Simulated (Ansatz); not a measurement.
Runs of Ansatz 0.2.0 on Cl. It takes space group Cmce (No. 64, orthorhombic). Conventional cell: a = 6.290 Å, b = 4.500 Å, c = 8.210 Å, α = 90.00°, β = 90.00°, γ = 90.00°. Cl (site symmetry m) has 1 Cl at 2.02 Å as nearest neighbours. 

| task | level | cell | k mesh | cutoff (eV) | points for each segment of the path | mesh quality | gap on the mesh (eV) | pressure (GPa) | relaxed volume (Å³/atom) | largest force (eV/Å) |
| --- | --- | --- | --- | --- | --- | --- | --- | --- | --- | --- |
| relaxation of cell and atoms | PBE | relaxed | 7 × 7 × 4 | 420 | - | not flagged | (b) | 0.0 | 35.43 | - |
| band structure | r2SCANh | as given | 4 × 4 × 2 | 500 | 4 | coarse | (c) | - | - | (a) |
| relaxation of cell and atoms | PBEsol | relaxed | 7 × 7 × 4 | 420 | - | not flagged | 2.02 | 0.0 | 26.84 | - |
| band structure | r2SCAN50 | as given | 4 × 4 × 2 | 500 | 4 | coarse | 7.36 | - | - | 1.16 |

Alike in all rows: potentials or basis Ansatz PAW; no spin polarisation; smearing fermi-dirac 0.05 eV.

Estimate the missing entries.

(a) 0.42; (b) 2.30; (c) 3.74.

Caveats: some runs use coarse meshes; the PAW data sets come from PBE, with cores solved anew for the run's functional, which leaves a small shift of forces and pressure (some runs); the plane-wave basis is chosen anew once the cell has moved, so the energies of steps on either side of that aren't comparable (some runs); the volume moved by over 15 % at a fixed basis, so the end points are rough (some runs); the volume moved by +22 % from the deposited cell, more than functionals usually miss (some runs); odd divisions of the mesh miss points on the zone boundary, where band edges often lie, so the gap on the mesh can be too wide (some runs); forces of over 1 eV/Å show positions far from the minimum, so gaps and moduli don't describe the material at rest (some runs).

A k mesh can miss the band edges.

Not every run made on this cell is shown here.
